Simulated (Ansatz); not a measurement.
# Dielectric response of ZnS (10-10) films

How well do thin wurtzite ZnS (10-10) films screen a perpendicular field?

Calculated with Ansatz 0.2.0; plane-wave DFT, PBEsol, Ansatz PAW, in the first sound run; inputs show where later runs differ.

### Step 1. The starting structure

The cell holds 12 atoms: 6 Zn and 6 S. Its edges and angles: a = 3.820 Å, b = 6.260 Å, c = 25.719 Å, α = 90.0°, β = 90.0°, γ = 90.0°. It derives from ZnS (wurtzite ZnS). Vacuum lies along c.

Coordinates:

```cif
data_structure
_symmetry_space_group_name_H-M 'P 1'
_symmetry_Int_Tables_number 1
_cell_length_a 3.8200
_cell_length_b 6.2600
_cell_length_c 25.7192
_cell_angle_alpha 90.000
_cell_angle_beta 90.000
_cell_angle_gamma 90.000
_cell_volume 615.03
loop_
_atom_site_label
_atom_site_type_symbol
_atom_site_fract_x
_atom_site_fract_y
_atom_site_fract_z
_atom_site_occupancy
Zn1 Zn 0.00000 0.00000 0.34993 1
S2 S 0.00000 0.37500 0.34993 1
Zn3 Zn 0.50000 0.50000 0.39281 1
S4 S 0.50000 0.87500 0.39281 1
Zn5 Zn 0.50000 0.00000 0.47856 1
S6 S 0.50000 0.37500 0.47856 1
Zn7 Zn 0.00000 0.50000 0.52144 1
S8 S 0.00000 0.87500 0.52144 1
Zn9 Zn 0.00000 0.00000 0.60719 1
S10 S 0.00000 0.37500 0.60719 1
Zn11 Zn 0.50000 0.50000 0.65007 1
S12 S 0.50000 0.87500 0.65007 1
```

### Step 2. Relaxation, 12 atoms, units 3

The structure is relaxed first, because levels and dipoles at a surface follow the positions of the outer atoms.

The input, input.yaml:

```yaml
crystal:
  lattice:
    - [3.82, 0.0, 0.0]
    - [0.0, 6.26, 0.0]
    - [0.0, 0.0, 25.7191730991]
  atoms:
    - { symbol: Zn, position: [0.0, 0.0, 0.3499334899] }
    - { symbol: S, position: [0.0, 0.375, 0.3499334899] }
    - { symbol: Zn, position: [0.5, 0.5, 0.3928096356] }
    - { symbol: S, position: [0.5, 0.875, 0.3928096356] }
    - { symbol: Zn, position: [0.5, 0.0, 0.4785619271] }
    - { symbol: S, position: [0.5, 0.375, 0.4785619271] }
    - { symbol: Zn, position: [0.0, 0.5, 0.5214380729] }
    - { symbol: S, position: [0.0, 0.875, 0.5214380729] }
    - { symbol: Zn, position: [0.0, 0.0, 0.6071903644] }
    - { symbol: S, position: [0.0, 0.375, 0.6071903644] }
    - { symbol: Zn, position: [0.5, 0.5, 0.6500665101] }
    - { symbol: S, position: [0.5, 0.875, 0.6500665101] }
kpoints:
  mp_grid: { grid: [8, 4, 1] }
hamiltonian:
  xc: pbesol
scf:
  occupations: { method: fixed }
  convergence: { dr2_threshold: 1.0e-09 }
efield:
  axis: 3
  dipole_correction: true
  ramp_position: 0.97
  ramp_width: 0.06
relax:
  f_tol: 0.003
  max_steps: 100
output:
  write_potential: true
  write_density: true
  volumetric_format: npy
```

Launch:

```
$ ansatz run input.yaml --threads 8 --pin off --max-ram 32768MiB --backend cpu --events-out ev --progress --plain --runs-dir out
```

Numbers of over 12 decimals in the logs are rounded to 6 here.

The program printed:

```text
Engine: ansatz 0.2.0, aarch64-unknown-linux-gnu
Pseudopotentials: kind: paw
Pseudopotential: Zn, paw, valence charge 12, recommended cutoff 420 eV (normal), Zn.paw.azcp
Pseudopotential: S, paw, valence charge 6, recommended cutoff 420 eV (normal), S.paw.azcp
Functional definition: PBEsol
  exchange = pbesol_x
  correlation = pbesol_c
Crystal: 12 atoms, lattice volume = 615.028 Å³
Basis set: ecut = 420 eV, 12077 PW (Γ), exchange–correlation on 54×90×360 points (8 copies of the dense FFT grid, shifted against one another)
Bands: 66, of which v1, the nominal top of the filled ones, is band 54 counted from 1 (53 counted from 0)
Symmetry: 2 space group operations
k-points: 15 of 32 (time reversal used)
Non-local potential: Zn, projectors of the file, l = 0: 2, l = 1: 2, l = 2: 3, l = 3: 1
Non-local potential: S, projectors of the file, l = 0: 2, l = 1: 2, l = 2: 2
PAW form: soft (Blöchl's): semilocal exchange-correlation on the pseudo side does not see the compensation charge
PAW frozen core: Zn, regenerated for the run's functional, and the local potential with it (the file was generated under x = pbe(κ = 0.804, μ = 0.219515), c = pbe(β = 0.066725))
PAW frozen core: S, regenerated for the run's functional, and the local potential with it (the file was generated under x = pbe(κ = 0.804, μ = 0.219515), c = pbe(β = 0.066725))
PAW one-centre angular grid: Zn, 590 points (default); XC on 64 Gauss nodes
PAW one-centre angular grid: S, 110 points (default); XC on 64 Gauss nodes
Initial density: superposition of atomic densities (neutral atoms: chi_scale 0, normalization atom), corrected by the library's trained network
Initial wavefunctions: pseudopotential atomic-orbital guess
Functional: x = pbesol(κ = 0.804, μ = 0.123457), c = pbesol(β = 0.046)
SCF iter   1: F=—  HF=-25002.037046 eV  |F-HF|=—  |Δ(HF+E_count)|=         —  Δρ=3.17e-3  dr2=8.26e-2  ethr=1.77e-3  p=0.000 e·Å  D=2.04e-14 V/Å  ΔV_dip=-0.00 eV  dr2_dipole=3.31e-12  V_vac-E_F(+/−)=5.12/5.12 eV  ⟨swp⟩=5.3  Hψ=3786  notcnv=0  defer=150
efield: sawtooth ramp at fractional position 0.9700 (set: `efield.ramp_position`, or a place that a band, a saddle search or an elastic batch's reference lends), width 0.0600; the density the first Hamiltonian is built on has a dipole p = 0.000 e·Å; the dipole correction subtracts the counter field D = 2.04e-14 V/Å, which shifts the + side's vacuum level by -0.00 eV against the − side's; the planar-averaged density in the ramp window peaks in size at 5.5e-6 e/Å³
preconditioner: auto → Resta (q_TF=auto, 2.042 Å⁻¹)  ε∞=3.3  [insulator: Δε(μ)=1.204 eV  Ē_g=10.178 eV  n_scr=90 (ndim 8)  ℏωp=15.6 eV  f_vac=0.579  ε∞_Penn≈3.3  vacuum switching on, ρ_ref=7.5e-3 e/Å³]
SCF iter   2: F=—  HF=-25002.016268 eV  |F-HF|=—  |Δ(HF+E_count)|=   2.08e-2  Δρ=9.10e-4  dr2=8.16e-3  ethr=7.65e-5  p=-0.000 e·Å  D=-1.42e-6 V/Å  ΔV_dip=0.00 eV  dr2_dipole=6.78e-12  V_vac-E_F(+/−)=5.22/5.22 eV  ⟨swp⟩=2.3  Hψ=1680  notcnv=0  defer=150
density mixer auto → msr1: gapped (density of states about μ 0.06 of a free-electron gas's, 90 screened modes)
SCF iter   3: F=—  HF=-25002.015478 eV  |F-HF|=—  |Δ(HF+E_count)|=   7.90e-4  Δρ=6.88e-4  dr2=1.87e-3  ethr=7.55e-6  p=0.000 e·Å  D=7.28e-8 V/Å  ΔV_dip=-0.00 eV  dr2_dipole=2.91e-11  V_vac-E_F(+/−)=5.22/5.22 eV  ⟨swp⟩=2.5  Hψ=1756  notcnv=0  defer=150
SCF iter   4: F=—  HF=-25002.014981 eV  |F-HF|=—  |Δ(HF+E_count)|=   4.97e-4  Δρ=1.97e-4  dr2=1.99e-4  ethr=1.74e-6  p=-0.000 e·Å  D=-4.10e-7 V/Å  ΔV_dip=0.00 eV  dr2_dipole=4.24e-16  V_vac-E_F(+/−)=5.23/5.23 eV  ⟨swp⟩=2.0  Hψ=1619  notcnv=0  defer=150
SCF iter   5: F=—  HF=-25002.015069 eV  |F-HF|=—  |Δ(HF+E_count)|=   8.87e-5  Δρ=5.10e-5  dr2=2.73e-5  ethr=1.84e-7  p=-0.000 e·Å  D=-2.84e-7 V/Å  ΔV_dip=0.00 eV  dr2_dipole=3.26e-13  V_vac-E_F(+/−)=5.22/5.22 eV  ⟨swp⟩=2.0  Hψ=1522  notcnv=0  defer=150
SCF iter   6: F=—  HF=-25002.015081 eV  |F-HF|=—  |Δ(HF+E_count)|=   1.19e-5  Δρ=2.29e-5  dr2=2.79e-6  ethr=2.53e-8  p=-0.000 e·Å  D=-2.05e-7 V/Å  ΔV_dip=0.00 eV  dr2_dipole=3.20e-13  V_vac-E_F(+/−)=5.22/5.22 eV  ⟨swp⟩=2.0  Hψ=1638  notcnv=0  defer=146
SCF iter   7: F=—  HF=-25002.014932 eV  |F-HF|=—  |Δ(HF+E_count)|=   1.49e-4  Δρ=2.03e-5  dr2=1.55e-6  ethr=2.58e-9  p=-0.000 e·Å  D=-6.62e-8 V/Å  ΔV_dip=0.00 eV  dr2_dipole=9.06e-14  V_vac-E_F(+/−)=5.22/5.22 eV  ⟨swp⟩=2.0  Hψ=1800  notcnv=0  defer=135
SCF iter   8: F=—  HF=-25002.014932 eV  |F-HF|=—  |Δ(HF+E_count)|=   2.41e-7  Δρ=3.30e-6  dr2=8.35e-8  ethr=1.43e-9  p=-0.000 e·Å  D=-1.69e-8 V/Å  ΔV_dip=0.00 eV  dr2_dipole=5.29e-14  V_vac-E_F(+/−)=5.22/5.22 eV  ⟨swp⟩=2.0  Hψ=1632  notcnv=0  defer=135
SCF iter   9: F=—  HF=-25002.014932 eV  |F-HF|=—  |Δ(HF+E_count)|=   4.16e-8  Δρ=1.01e-6  dr2=6.09e-9  ethr=7.73e-11  p=-0.000 e·Å  D=-3.94e-8 V/Å  ΔV_dip=0.00 eV  dr2_dipole=3.54e-14  V_vac-E_F(+/−)=5.22/5.22 eV  ⟨swp⟩=2.0  Hψ=1706  notcnv=0  defer=135
SCF iter  10: F=—  HF=-25002.014932 eV  |F-HF|=—  |Δ(HF+E_count)|=   1.94e-8  Δρ=7.15e-7  dr2=2.44e-9  ethr=1.00e-12  p=0.000 e·Å  D=1.42e-8 V/Å  ΔV_dip=-0.00 eV  dr2_dipole=2.35e-14  V_vac-E_F(+/−)=5.22/5.22 eV  ⟨swp⟩=8.1  Hψ=6481  notcnv=0
SCF iter  11: F=—  HF=-25002.014932 eV  |F-HF|=—  |Δ(HF+E_count)|=   1.08e-9  Δρ=4.88e-7  dr2=1.02e-9  ethr=1.00e-12  p=-0.000 e·Å  D=-6.00e-9 V/Å  ΔV_dip=0.00 eV  dr2_dipole=1.64e-15  V_vac-E_F(+/−)=5.22/5.22 eV  ⟨swp⟩=8.1  Hψ=6385  notcnv=0
SCF iter  12: F=-25002.014932 eV  HF=-25002.014932 eV  |F-HF|=1.82e-11  |Δ(HF+E_count)|=  3.64e-11  Δρ=1.31e-7  dr2=1.15e-10  ethr=1.00e-12  p=-0.000 e·Å  D=-6.11e-9 V/Å  ΔV_dip=0.00 eV  dr2_dipole=1.62e-15  V_vac-E_F(+/−)=5.22/5.22 eV  ⟨swp⟩=7.1  Hψ=5694  notcnv=0
SCF 1 converged in 12 iterations: F = -25002.014932 eV  dr2 = 1.15e-10
  greatest PAW one-centre occupation: 0.985 electrons in one spin orbital (limit 2), on the Zn atom at site 0 (counted from 0), in its partial waves of l = 2
relax step   1: F+E_penalty+E_count = -25002.01493197 eV  Δ(F+E_penalty+E_count) = +0.000e0 eV  max|allowed force component| = 1.379e0 eV/Å  Δτ_max = 0.0000 Å  (12 SCF iters, accepted)
Initial density: handed on by an earlier stage of this run
Initial wavefunctions: those handed on with the density
iter 1 solved again at ethr=7.84e-5 eV; its pass at ethr=3.10e-3 eV (dr2=8.46e-2 eV) is discarded
SCF iter   1: F=—  HF=-25002.682419 eV  |F-HF|=—  |Δ(HF+E_count)|=         —  Δρ=3.25e-3  dr2=8.33e-2  ethr=7.84e-5  p=-0.000 e·Å  D=-6.11e-9 V/Å  ΔV_dip=0.00 eV  dr2_dipole=6.08e-14  V_vac-E_F(+/−)=5.25/5.25 eV  ⟨swp⟩=1.5  Hψ=4113  notcnv=0  defer=148
[...]
SCF 3 converged in 11 iterations: F = -25003.041525 eV  dr2 = 2.05e-10
relax step   3: F+E_penalty+E_count = -25003.04152512 eV  Δ(F+E_penalty+E_count) = -3.674e-1 eV  max|allowed force component| = 5.281e-1 eV/Å  Δτ_max = 0.1948 Å  (11 SCF iters, accepted)
[...]
relax step   4: F+E_penalty+E_count = -25003.17186268 eV  Δ(F+E_penalty+E_count) = -1.303e-1 eV  max|allowed force component| = 1.264e-1 eV/Å  Δτ_max = 0.1949 Å  (11 SCF iters, accepted)
[...]
relax step   5: F+E_penalty+E_count = -25003.18640152 eV  Δ(F+E_penalty+E_count) = -1.454e-2 eV  max|allowed force component| = 2.385e-2 eV/Å  Δτ_max = 0.0700 Å  (10 SCF iters, accepted)
[...]
relax step   6: F+E_penalty+E_count = -25003.18609882 eV  Δ(F+E_penalty+E_count) = +3.027e-4 eV  max|allowed force component| = 5.030e-2 eV/Å  Δτ_max = 0.0345 Å  (9 SCF iters, rejected (line search))
[...]
relax step   7: F+E_penalty+E_count = -25003.18763403 eV  Δ(F+E_penalty+E_count) = -1.233e-3 eV  max|allowed force component| = 3.646e-3 eV/Å  Δτ_max = 0.0165 Å  (9 SCF iters, accepted)
SCF iter   1: F=—  HF=-25003.187795 eV  |F-HF|=—  |Δ(HF+E_count)|=         —  Δρ=3.40e-5  dr2=6.43e-6  ethr=5.56e-8  p=0.000 e·Å  D=2.18e-9 V/Å  ΔV_dip=-0.00 eV  dr2_dipole=9.62e-15  V_vac-E_F(+/−)=6.02/6.02 eV  ⟨swp⟩=2.9  Hψ=2144  notcnv=0  defer=146
efield: sawtooth ramp at fractional position 0.9700 (set: `efield.ramp_position`, or a place that a band, a saddle search or an elastic batch's reference lends), width 0.0600; the density the first Hamiltonian is built on has a dipole p = 0.000 e·Å; the dipole correction subtracts the counter field D = 2.18e-9 V/Å, which shifts the + side's vacuum level by -0.00 eV against the − side's; the planar-averaged density in the ramp window peaks in size at 3.3e-6 e/Å³
preconditioner: auto → Resta (q_TF=auto, 2.042 Å⁻¹)  ε∞=3.3  [insulator: Δε(μ)=2.266 eV  Ē_g=10.358 eV  n_scr=90 (ndim 8)  ℏωp=15.6 eV  f_vac=0.596  ε∞_Penn≈3.3  vacuum switching on, ρ_ref=7.8e-3 e/Å³]
SCF iter   2: F=—  HF=-25003.187641 eV  |F-HF|=—  |Δ(HF+E_count)|=   1.55e-4  Δρ=1.78e-5  dr2=1.33e-6  ethr=5.95e-9  p=-0.000 e·Å  D=-1.61e-8 V/Å  ΔV_dip=0.00 eV  dr2_dipole=3.02e-15  V_vac-E_F(+/−)=6.02/6.02 eV  ⟨swp⟩=2.1  Hψ=1351  notcnv=0  defer=76  κ⁻¹=1.0e0(r=1)
density mixer auto → broyden: gapped, where msr1 would fit the directions that read negative (density of states about μ 0.01 of a free-electron gas's, 90 screened modes)
SCF iter   3: F=—  HF=-25003.187641 eV  |F-HF|=—  |Δ(HF+E_count)|=   1.97e-7  Δρ=5.62e-6  dr2=1.32e-7  ethr=1.23e-9  p=-0.000 e·Å  D=-6.58e-9 V/Å  ΔV_dip=0.00 eV  dr2_dipole=1.41e-16  V_vac-E_F(+/−)=6.02/6.02 eV  ⟨swp⟩=2.5  Hψ=1727  notcnv=0  defer=76  κ⁻¹=9.2e-2(r=2)
SCF iter   4: F=—  HF=-25003.187641 eV  |F-HF|=—  |Δ(HF+E_count)|=   8.63e-9  Δρ=2.02e-6  dr2=1.82e-8  ethr=1.22e-10  p=-0.000 e·Å  D=-6.30e-9 V/Å  ΔV_dip=0.00 eV  dr2_dipole=2.00e-16  V_vac-E_F(+/−)=6.02/6.02 eV  ⟨swp⟩=2.0  Hψ=1619  notcnv=0  defer=76  κ⁻¹=2.2e-2(r=3)
SCF iter   5: F=—  HF=-25003.187641 eV  |F-HF|=—  |Δ(HF+E_count)|=  3.82e-10  Δρ=6.14e-7  dr2=2.25e-9  ethr=1.69e-11  p=-0.000 e·Å  D=-5.15e-9 V/Å  ΔV_dip=0.00 eV  dr2_dipole=1.66e-15  V_vac-E_F(+/−)=6.02/6.02 eV  ⟨swp⟩=2.0  Hψ=1612  notcnv=0  defer=76  κ⁻¹=1.3e-3(r=4)
SCF iter   6: F=-25003.187641 eV  HF=-25003.187641 eV  |F-HF|=3.82e-10  |Δ(HF+E_count)|=   2.05e-9  Δρ=2.28e-7  dr2=2.76e-10  ethr=1.00e-12  p=0.000 e·Å  D=2.42e-9 V/Å  ΔV_dip=-0.00 eV  dr2_dipole=7.63e-16  V_vac-E_F(+/−)=6.02/6.02 eV  ⟨swp⟩=7.0  Hψ=5909  notcnv=0
SCF 8 converged in 6 iterations: F = -25003.187641 eV  dr2 = 2.76e-10
relax step   8: F+E_penalty+E_count = -25003.18764059 eV  Δ(F+E_penalty+E_count) = -6.563e-6 eV  max|allowed force component| = 1.303e-3 eV/Å  Δτ_max = 0.0011 Å  (6 SCF iters, accepted)
NSCF: frozen V_eff on 15 k-points
the band table was solved once a step of the walk had ended and its energy, with any forces and stress, was formed, with the checks that follow a solve (5514 applications of the Hamiltonian). They found nothing against the state; the energy, forces and stress were not computed again (output.eigenvalues in the input reference)
SCF converged after 6 iterations
Stability not checked: this state was not tested for a lower state beside it, because the mixer in use, unlike msr1, does not test its closes by its own steps (another_mixer; see scf.mixing.algorithm and scf.lower_state_search)
Free energy (F): -25003.187641 eV
Harris-Foulkes:  -25003.187641 eV  (|F-HF|=3.82e-10)
Internal energy: -25003.187641 eV  (E = F + TS)
E sigma→0 (E₀):  -25003.187641 eV
Fermi energy:    -1.493458 eV
Dipole field:    D = -0.000000 V/Å  (p = -0.000000 e·Å, saw-weighted, corrected)
Work function:   Φ+ = 6.0177 eV   Φ− = 6.0177 eV
Levels:          The Fermi level and band energies are counted from a zero that moves with the ramp; work functions are not
--- Per-component energies (eV) ---
  E_band       = -762.196211
  E_kinetic    = 1427.071687
  E_local      = -91105.692096  (includes V_loc(G=0)·N_el)
  E_nonlocal   = 3863.321264
  E_hartree    = 44148.096467
  E_xc         = -1389.788726
  E_vxc        = -837.797839  (∫ρ·V_xc dr)
  E_paw        = -14249.831903  (= ΣΔE_a)
  E_vpaw       = -2405.291456  (= ΣTr[D̂ρ^β])
  E_aug_tail   = -0.002145  (compensation charges beyond the density's cutoff)
  E_efield     = 0.000000  (sawtooth field / dipole correction)
  E_vefield    = 0.000000  (∫n·V_field dr)
  E_ewald      = 32298.481986
  E_core_change = 5.155825  (= ΣΔE_core)
  E_smearing   = -0.000000  (= −TS)
  E_closure    = -0.000000  (closes the sum)
  Σ components = -25003.187641   (vs F -25003.187641, Δ=0.00e0)
--- Forces (eV/Å), atoms counted from 1 ---
  atom   1  Zn    -0.00000000    -0.00016910     0.00017440
  atom   2  S      0.00000000     0.00017290    -0.00016095
  atom   3  Zn    -0.00000000     0.00010618     0.00049539
  atom   4  S      0.00000000    -0.00029809    -0.00130278
  atom   5  Zn    -0.00000000     0.00021034     0.00112223
  atom   6  S      0.00000000    -0.00002298    -0.00032220
  atom   7  Zn    -0.00000000     0.00021034    -0.00112222
  atom   8  S      0.00000000    -0.00002298     0.00032221
  atom   9  Zn    -0.00000000     0.00010619    -0.00049540
  atom  10  S      0.00000000    -0.00029809     0.00130279
  atom  11  Zn    -0.00000000    -0.00016911    -0.00017440
  atom  12  S      0.00000000     0.00017290     0.00016096
  max |Σ_I F_I| component: 1.49e-6 eV/Å
--- Band table (eV; the first three rows and the last of 15) ---
  k-point 0: bands = [... 50 lower, -1.9899, -1.7726, -1.7199, -1.4935, 0.7723, 1.4095, 1.8635, 2.1864, ... 8 higher]
  k-point 1: bands = [... 50 lower, -1.9827, -1.9092, -1.9052, -1.6688, 1.4567, 1.5414, 1.8464, 1.9697, ... 8 higher]
  k-point 2: bands = [... 50 lower, -2.0065, -2.0065, -1.9669, -1.9669, 1.7027, 1.7027, 2.0895, 2.0895, ... 8 higher]
  k-point 14: bands = [... 50 lower, -2.9883, -2.9883, -2.6281, -2.6281, 1.8224, 1.8224, 2.3413, 2.3413, ... 8 higher]
--- Relaxed structure (8 steps of the walk, 7 accepted, 0 SCFs on fresh bases) ---
  F+E_penalty+E_count = -25003.18764059 eV   max|allowed force component| = 1.303e-3 eV/Å
  atoms:
    - { symbol: Zn, position: [1.744662678665745e-17, 0.044324, 0.373274] }
    - { symbol: S, position: [-1.8951296458989076e-18, 0.379567, 0.347398] }
    - { symbol: Zn, position: [0.5, 0.482817, 0.390356] }
    - { symbol: S, position: [0.5, 0.864346, 0.394616] }
    - { symbol: Zn, position: [0.5, -0.010108, 0.481271] }
    - { symbol: S, position: [0.5, 0.364053, 0.477951] }
    - { symbol: Zn, position: [-2.0247365555298246e-18, 0.489892, 0.518729] }
    - { symbol: S, position: [4.565435055788294e-19, 0.864053, 0.522049] }
    - { symbol: Zn, position: [1.834364091401415e-18, -0.017183, 0.609644] }
    - { symbol: S, position: [-1.3503477084197692e-18, 0.364346, 0.605384] }
    - { symbol: Zn, position: [0.5, 0.544324, 0.626726] }
    - { symbol: S, position: [0.5, 0.879567, 0.652602] }
```

Elapsed: 63 s, on 8 threads of Arm Neoverse V2, shared host; peak memory 1.9 GiB.

Step by step:

```csv
step,energy less that of the first step (eV),largest force component (eV/Å)
1,0.0000,1.3789
2,-0.6592,0.9061
3,-1.0266,0.5281
4,-1.1569,0.1264
5,-1.1715,0.0239
6,-1.1712,0.0503
7,-1.1727,0.0036
8,-1.1727,0.0013
```

Relaxation step 6 was tried and not accepted.

The run keeps the 2 symmetry operations that it works with, so distortions that break them were not tested.

The atoms that moved most (Å):

```csv
atom,dx,dy,dz,length
Zn11,0.000,0.277,-0.600,0.661
Zn1,0.000,0.277,0.600,0.661
Zn3,0.000,-0.108,-0.063,0.125
Zn9,0.000,-0.108,0.063,0.125
Zn5,0.000,-0.063,0.070,0.094
Zn7,0.000,-0.063,-0.070,0.094
S4,0.000,-0.067,0.046,0.081
S10,0.000,-0.067,-0.046,0.081
```

Numbers from this step:

```yaml
gap_on_the_k_mesh: 2.266 eV
dipole_along_the_normal: -6.38e-8 e·Å
ionisation_energy_upper_face: 6.018 eV
electron_affinity_upper_face: 3.752 eV
```

Running mean over 3.308 Å of the planar mean; the ramp of the sawtooth is left out. Table of electron's electrostatic potential energy less the highest filled level by z:

z (Å), electron's electrostatic potential energy less the highest filled level (eV) and a bar from the least value:
```
      3.5       6.02 ##############################
      4.0       6.02 ##############################
      4.5       6.02 ##############################
      5.0       6.02 ##############################
      5.5       6.01 ##############################
      6.0       5.97 ##############################
      6.5       5.81 #############################
      7.0       5.20 ###########################
      7.5       4.00 #######################
      8.0       2.15 #################
      8.5       0.04 ##########
      9.0      -1.53 #####
      9.5      -2.17 ###
     10.0      -2.43 ##
     10.5      -2.83 #
     11.0      -3.11 
     11.5      -2.96 
     12.0      -2.63 ##
     12.5      -2.50 ##
     13.0      -2.47 ##
     13.5      -2.56 ##
     14.0      -2.80 #
     14.5      -3.10 
     15.0      -3.00 
     15.5      -2.59 ##
     16.0      -2.30 ###
     16.5      -1.91 ####
     17.0      -0.76 ########
     17.5       1.21 ##############
     18.0       3.27 #####################
     18.5       4.75 ##########################
     19.0       5.62 #############################
     19.5       5.93 ##############################
     20.0       6.00 ##############################
     20.5       6.01 ##############################
     21.0       6.02 ##############################
     21.5       6.02 ##############################
     22.0       6.02 ##############################
     22.5       6.02 ##############################
```

The relaxation took 8 steps and lowered the energy by 1.2 eV; the largest force on the free atoms ends at 0.0013 eV/Å.

The gap is 2.27 eV, with the valence edge 6.02 eV and the conduction edge 3.75 eV under the upper vacuum level.

(Continued in part 2 of 6.)

[Logs are printed without paths, hosts, clocks, repeated set-up lines and the standing remarks that a program may print on its own settings, such as how far it seeks lower states.]

[Hosts, paths, dates, database ids (printed as entryN), source tags and the programs' standing remarks are cut or masked in the printed files.]

[Maps of the electrostatic potential energy from Ansatz leave out the sawtooth potential of an applied field or a dipole correction, so their vacuum need not be flat; planar profiles and work functions include it.]
